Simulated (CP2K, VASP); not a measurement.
This is a calculation of ZnS (Wurtzite-4H) for VASP 6.6.1. 

File INCAR:

```
SYSTEM = ZnS
PREC = Accurate
ENCUT = 520
EDIFF = 1E-7
ISMEAR = 0
SIGMA = 0.013000000000000001
LREAL = .False.
LASPH = .True.
NELM = 80
ALGO = Fast
ISIF = 2
LWAVE = .False.
LCHARG = .False.
GGA = PE
NBANDS = 46
```

KPOINTS

```
regular mesh
0
Gamma
  8 8 3
  0 0 0
```

File POSCAR:

```
ZnS
1.0
    3.8227000000      0.0000000000      0.0000000000
   -1.9113500000      3.3105553110      0.0000000000
    0.0000000000      0.0000000000     12.5200000000
Zn S
4 4
Direct
    0.6666666667      0.3333333333      0.7500000000
    0.3333333333      0.6666666667      0.2500000000
    0.0000000000      0.0000000000      0.5000000000
    0.0000000000      0.0000000000      0.0000000000
    0.6666666667      0.3333333333      0.9375000000
    0.3333333333      0.6666666667      0.4375000000
    0.0000000000      0.0000000000      0.6875000000
    0.0000000000      0.0000000000      0.1875000000
```

Potentials or basis: VASP PAW PBE potentials, release 64 (Zn, S).

Launch:

```console
$ cat potpaw_PBE.64/Zn/POTCAR potpaw_PBE.64/S/POTCAR > POTCAR
$ mpirun -np 1 vasp_std > vasp.out
```

**Question.** Set up the same calculation for CP2K 2026.2. Potentials or basis there: POTENTIAL_UZH Zn GTH-PBE-q12, S GTH-PBE-q6; TZVP-MOLOPT-PBE-GTH basis.

**Answer.** As run (cutoffs and basis follow the program's own potentials, and thresholds, step limits or extra output files can differ):

zns_scf.inp

```
&GLOBAL
  PROJECT zns_scf
  RUN_TYPE ENERGY_FORCE
  PRINT_LEVEL LOW
&END GLOBAL
&FORCE_EVAL
  METHOD QS
  STRESS_TENSOR ANALYTICAL
  &DFT
    BASIS_SET_FILE_NAME BASIS_MOLOPT_UZH
    POTENTIAL_FILE_NAME POTENTIAL_UZH
    &MGRID
      CUTOFF 450
      REL_CUTOFF 60
      NGRIDS 4
    &END MGRID
    &QS
      METHOD GPW
      EPS_DEFAULT 1.0E-10
    &END QS
    &KPOINTS
      SCHEME MONKHORST-PACK 8 8 3
      GAMMA_CENTERED T
      SYMMETRY T
      SYMMETRY_BACKEND SPGLIB
    &END KPOINTS
    &SCF
      SCF_GUESS ATOMIC
      EPS_SCF 1.0E-6
      MAX_SCF 100
      ADDED_MOS 22
      CHOLESKY OFF
      EPS_EIGVAL 1.0E-7
      &DIAGONALIZATION ON
        ALGORITHM STANDARD
      &END DIAGONALIZATION
      &MIXING ON
        METHOD BROYDEN_MIXING
        ALPHA 0.4
        BETA 1.5
        NBUFFER 8
      &END MIXING
      &SMEAR ON
        METHOD GAUSSIAN
        SIGMA [eV] 0.013000000000000001
      &END SMEAR
    &END SCF
    &XC
      &XC_FUNCTIONAL
        &GGA_X_PBE
        &END GGA_X_PBE
        &GGA_C_PBE
        &END GGA_C_PBE
      &END XC_FUNCTIONAL
    &END XC
    &PRINT
      &KPOINTS ON
      &END KPOINTS
      &MULLIKEN ON
      &END MULLIKEN
      &MO ON
        ENERGIES T
        OCCUPATION_NUMBERS T
        &EACH
          QS_SCF 0
        &END EACH
        ADD_LAST NUMERIC
      &END MO
    &END PRINT
  &END DFT
  &SUBSYS
    &CELL
      A 3.8227000000 0.0000000000 0.0000000000
      B -1.9113500000 3.3105553110 0.0000000000
      C 0.0000000000 0.0000000000 12.5200000000
      PERIODIC XYZ
    &END CELL
    &COORD
      Zn  1.9113500002 1.1035184369 9.3900000000
      Zn  -0.0000000002 2.2070368741 3.1300000000
      Zn  0.0000000000 0.0000000000 6.2600000000
      Zn  0.0000000000 0.0000000000 0.0000000000
      S   1.9113500002 1.1035184369 11.7375000000
      S   -0.0000000002 2.2070368741 5.4775000000
      S   0.0000000000 0.0000000000 8.6075000000
      S   0.0000000000 0.0000000000 2.3475000000
    &END COORD
    &KIND Zn
      BASIS_SET TZVP-MOLOPT-PBE-GTH-q12
      POTENTIAL GTH-PBE-q12
    &END KIND
    &KIND S
      BASIS_SET TZVP-MOLOPT-PBE-GTH-q6
      POTENTIAL GTH-PBE-q6
    &END KIND
    &PRINT
      &ATOMIC_COORDINATES ON
      &END ATOMIC_COORDINATES
      &CELL ON
      &END CELL
    &END PRINT
  &END SUBSYS
  &PRINT
    &FORCES ON
    &END FORCES
    &STRESS_TENSOR ON
    &END STRESS_TENSOR
  &END PRINT
&END FORCE_EVAL
```

Potentials or basis: POTENTIAL_UZH Zn GTH-PBE-q12, S GTH-PBE-q6; TZVP-MOLOPT-PBE-GTH basis.

Launch:

```sh
$ OMP_NUM_THREADS=1 cp2k.psmp -i zns_scf.inp -o zns_scf.out
```

Both were run:

|  | VASP | CP2K |
| --- | --- | --- |
| Pressure | 1.5 GPa | 1.8 GPa |

Pressure is positive in compression.
